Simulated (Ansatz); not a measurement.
Input and command of a calculation in Ansatz (plane waves; scalar-relativistic PAW potentials unless the input names others):

```yaml
crystal:
  lattice:
    - [4.2982238185, 0.0, 0.0]
    - [0.0, 4.2982238185, 0.0]
    - [0.0, 0.0, 4.2982238185]
  atoms:
    - { symbol: Cu, position: [0.25, 0.25, 0.75] }
    - { symbol: Cu, position: [0.75, 0.25, 0.25] }
    - { symbol: Cu, position: [0.25, 0.75, 0.25] }
    - { symbol: Cu, position: [0.75, 0.75, 0.75] }
    - { symbol: O, position: [0.5, 0.5, 0.5] }
    - { symbol: O, position: [0.0, 0.0, 0.0] }
basis:
  precision: f64
kpoints:
  mp_grid: { grid: [8, 8, 8] }
hamiltonian:
  xc: pbesol
scf:
  occupations: { method: gaussian, width: 0.02 }
  eigensolver: { kind: davidson }
output:
  forces: true
  eigenvalues: true
  stress: true
```

```bash
ansatz run input.yaml --threads 8 --pin off --max-ram 20480MiB --backend cpu --events-out ev --progress --plain --runs-dir out
```

Abridged log:
```
Pseudopotentials: kind: paw
Pseudopotential: Cu, paw, valence charge 19, recommended cutoff 420 eV (normal)
Pseudopotential: O, paw, valence charge 6, recommended cutoff 420 eV (normal)
Functional definition: PBEsol
Crystal: 6 atoms, lattice volume = 79.409 Å³
Basis set: ecut = 420 eV, 1551 PW (Γ), exchange–correlation on 60×60×60 points (8 copies of the dense FFT grid, shifted against one another)
Bands: 53, of which v1, the nominal top of the filled ones, is band 44 counted from 1 (43 counted from 0)
Symmetry: 48 space group operations
Space group: Pn-3m (ITA 224), of the structure as read, at distance tolerance 4.3e-5 Å
k-points: 35 of 512
Initial density: superposition of atomic densities (neutral atoms: chi_scale 0, normalization atom), corrected by the library's trained network
Initial wavefunctions: pseudopotential atomic-orbital guess
Functional: x = pbesol(κ = 0.804, μ = 0.12345679), c = pbesol(β = 0.046)
SCF iter   1: F=—  HF=-27473.910607 eV  |F-HF|=—  |Δ(HF+E_count)|=         —  Δρ=1.99e-2  dr2=2.08e-1  ethr=1.77e-3  ⟨swp⟩=9.1  Hψ=7819  notcnv=0
SCF iter   2: F=—  HF=-27473.878311 eV  |F-HF|=—  |Δ(HF+E_count)|=   3.23e-2  Δρ=9.92e-3  dr2=3.98e-2  ethr=2.36e-4  ⟨swp⟩=4.0  Hψ=4947  notcnv=0  defer=7
SCF iter   3: F=—  HF=-27473.863667 eV  |F-HF|=—  |Δ(HF+E_count)|=   1.46e-2  Δρ=3.89e-3  dr2=8.19e-3  ethr=4.52e-5  ⟨swp⟩=4.0  Hψ=4842  notcnv=0
automatic band count: iteration 3 solves 50 bands in place of 53: the levels show a gap, and the empty bands left out lie too high to hold charge; the band table lists the bands solved (type scf.n_extra_bands for more)
SCF iter   4: F=—  HF=-27473.862348 eV  |F-HF|=—  |Δ(HF+E_count)|=   1.32e-3  Δρ=1.53e-3  dr2=1.58e-3  ethr=9.31e-6  ⟨swp⟩=2.1  Hψ=3434  notcnv=0
SCF iter   5: F=—  HF=-27473.862217 eV  |F-HF|=—  |Δ(HF+E_count)|=   1.31e-4  Δρ=7.95e-4  dr2=2.41e-4  ethr=1.80e-6  ⟨swp⟩=3.9  Hψ=4164  notcnv=0
SCF iter   6: F=—  HF=-27473.862264 eV  |F-HF|=—  |Δ(HF+E_count)|=   4.68e-5  Δρ=3.20e-4  dr2=3.70e-5  ethr=2.74e-7  ⟨swp⟩=2.0  Hψ=3291  notcnv=0
SCF iter   7: F=—  HF=-27473.862139 eV  |F-HF|=—  |Δ(HF+E_count)|=   1.25e-4  Δρ=1.99e-4  dr2=2.09e-5  ethr=4.20e-8  ⟨swp⟩=3.8  Hψ=4198  notcnv=0
SCF iter   8: F=—  HF=-27473.862137 eV  |F-HF|=—  |Δ(HF+E_count)|=   1.15e-6  Δρ=1.12e-4  dr2=6.49e-6  ethr=2.38e-8  ⟨swp⟩=2.0  Hψ=3290  notcnv=0
SCF iter   9: F=—  HF=-27473.862136 eV  |F-HF|=—  |Δ(HF+E_count)|=   8.72e-7  Δρ=3.39e-5  dr2=5.75e-7  ethr=6.65e-10  ⟨swp⟩=2.5  Hψ=6618  notcnv=0
SCF iter  10: F=-27473.862136 eV  HF=-27473.862136 eV  |F-HF|=2.98e-9  |Δ(HF+E_count)|=   7.00e-8  Δρ=4.54e-6  dr2=9.97e-9  ethr=6.53e-10  ⟨swp⟩=3.0  Hψ=3369  notcnv=0
SCF 1 converged in 10 iterations: F = -27473.862136 eV  dr2 = 9.97e-9
  Residual-converged pass: ⟨swp⟩=3.0  Hψ=4614  notcnv=0  max |occ|·‖R‖ = 6.2e-6 eV (tolerance 6.7e-6 eV) dr2=9.55e-9  dr2_onsite=8.91e-9  max |Δocc| = 5.8e-60
SCF converged after 10 iterations
Free energy (F): -27473.862136 eV
Harris-Foulkes:  -27473.862136 eV  (|F-HF|=2.98e-9)
Internal energy: -27473.862136 eV  (E = F + TS)
E sigma→0 (E₀):  -27473.862136 eV
Fermi energy:    10.585832 eV
--- Forces (eV/Å), atoms counted from 1 ---
  atom   1  Cu     0.00000000     0.00000000     0.00000000
  atom   2  Cu     0.00000000     0.00000000     0.00000000
  atom   3  Cu     0.00000000     0.00000000     0.00000000
  atom   4  Cu     0.00000000     0.00000000     0.00000000
  atom   5  O      0.00000000     0.00000000     0.00000000
  atom   6  O      0.00000000     0.00000000     0.00000000
--- Stress (GPa, compression-positive) ---
       -6.160682       0.000000       0.000000
        0.000000      -6.160682       0.000000
        0.000000       0.000000      -6.160682
  P = ⅓ Tr σ = -6.1607 GPa (-61.607 kbar)
```

Apart from outputs, empty bands and the relaxation, which only the reference makes, the input differs from a reference run on usual settings in hamiltonian.xc: "pbe" → "pbesol"; scf.eigensolver.kind: not typed → "davidson"; basis.precision: not typed → "f64"; basis.ecutwfc: 420 → not typed. The reference, at the same geometry, ended its own course with pressure 0.01 GPa, largest force 0.000 eV/Å, gap on the mesh 0.48 eV. This run converged in 10 SCF iterations with a total energy on another zero, pressure -6.16 GPa, largest force 0.000 eV/Å, gap on the mesh 0.44 eV.

Time: 2.6 s on 8 threads of Arm Neoverse V2 (shared host), peak memory 0.53 GiB.